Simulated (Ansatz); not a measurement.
**Computed properties of Pb**

```xyz
1
Lattice="3.2559 0.0000 0.0000 0.0000 3.2559 0.0000 0.0000 0.0000 3.2559" Properties=species:S:1:pos:R:3 pbc="T T T"
Pb    0.0000    0.0000    0.0000
```

The conventional cell has a = 3.256 Å, b = 3.256 Å, c = 3.256 Å, α = 90.00°, β = 90.00°, γ = 90.00°. Pb (atom 1) has 6 Pb at 3.26 Å as nearest neighbours.

The structure comes from a relaxation in the same program, started in the sc type, and has space group Pm-3m. Whether it is a known phase or the ground state wasn't checked.

No spin–orbit coupling, which matters for the heavy atoms here.

Method: DFT, PBE, all-electron LAPW, scalar-relativistic (Ansatz 0.2.0).

Sampling and basis: a Γ-centred 11×11×11 k mesh, Fermi–Dirac smearing of 0.08 eV, basis error target 1 meV/atom, no spin polarisation.

```
Volume per atom       : 34.52 Å³
Pressure at this cell : -0.02 GPa
```

Task: Predict this quantity. Band gap.

Result: none: bands cross the Fermi level, a metal.

Task: Give the computed value. Density of states at the Fermi level (0.2 eV bin).

Result: 0.73 states/eV per cell.
